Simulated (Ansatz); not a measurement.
This Ansatz (a program for electronic structure) input is the reference run, InCuS$_{2}$ in the chalcopyrite structure (space group I-42d, No. 122), computed with Kohn–Sham DFT with the PBE functional, run in Ansatz with PAW and 420 eV plane waves, spin-orbit coupling left out:

Ansatz 0.2 input:
```yaml
crystal:
  lattice:
    - [-2.7885025792, 2.7885025792, 5.6171872991]
    - [2.7885025792, -2.7885025792, 5.6171872991]
    - [2.7885025792, 2.7885025792, -5.6171872991]
  atoms:
    - { symbol: Cu, position: [0.75, 0.25, 0.5] }
    - { symbol: Cu, position: [0, 0, 0] }
    - { symbol: In, position: [0.25, 0.75, 0.5] }
    - { symbol: In, position: [0.5, 0.5, 0] }
    - { symbol: S, position: [0.0950386885, 0.125, 0.4700386885] }
    - { symbol: S, position: [0.6549613115, 0.625, 0.5299613115] }
    - { symbol: S, position: [0.375, 0.9049613115, 0.0299613115] }
    - { symbol: S, position: [0.875, 0.3450386885, 0.9700386885] }
basis: { ecutwfc: 420, ecutrho_ratio: 4, xc_grid: 2, fft_grid_basis: typed }
kpoints: { mp_grid: { grid: [8, 8, 8] } }
hamiltonian:
  xc: pbe
  dispersion: none
  pseudopotentials: { kind: paw }
scf: { occupations: { method: fermi_dirac, width: 0.05 }, convergence: { dr2_threshold: 0.0000000008 } }
output: { forces: true, stress: true }
checkpoint: { write: state.ck, write_every: 1000 }
```

### Question
Write the input for this change: the symmetric strain tensor [0.0089 -0.0168 -0.0107; -0.0168 0.0167 -0.0037; -0.0107 -0.0037 -0.0014]; the atoms relax in the strained cell.

### Answer
Ansatz 0.2 input:
```yaml
crystal:
  lattice:
    - [-2.920551859, 2.8611338226, 5.6289821801]
    - [2.799782332, -2.9027010086, 5.5896642937]
    - [2.8268581723, 2.8090073219, -5.6496170992]
  atoms:
    - { symbol: Cu, position: [0.75, 0.25, 0.5] }
    - { symbol: Cu, position: [0, 0, 0] }
    - { symbol: In, position: [0.25, 0.75, 0.5] }
    - { symbol: In, position: [0.5, 0.5, 0] }
    - { symbol: S, position: [0.0950386885, 0.125, 0.4700386885] }
    - { symbol: S, position: [0.6549613115, 0.625, 0.5299613115] }
    - { symbol: S, position: [0.375, 0.9049613115, 0.0299613115] }
    - { symbol: S, position: [0.875, 0.3450386885, 0.9700386885] }
basis: { ecutwfc: 420, ecutrho_ratio: 4, xc_grid: 2, fft_grid_basis: typed }
kpoints: { mp_grid: { grid: [8, 8, 8] } }
hamiltonian:
  xc: pbe
  dispersion: none
  pseudopotentials: { kind: paw }
scf: { occupations: { method: fermi_dirac, width: 0.05 }, convergence: { dr2_threshold: 0.0000000008 } }
relax: { f_tol: 0.005, max_steps: 50 }
output: { forces: true, stress: true }
checkpoint: { write: state.ck, write_every: 1000 }
```
This is the input that was run.

Whether these cells are dynamically stable was not tested. All final runs are without spin polarisation.
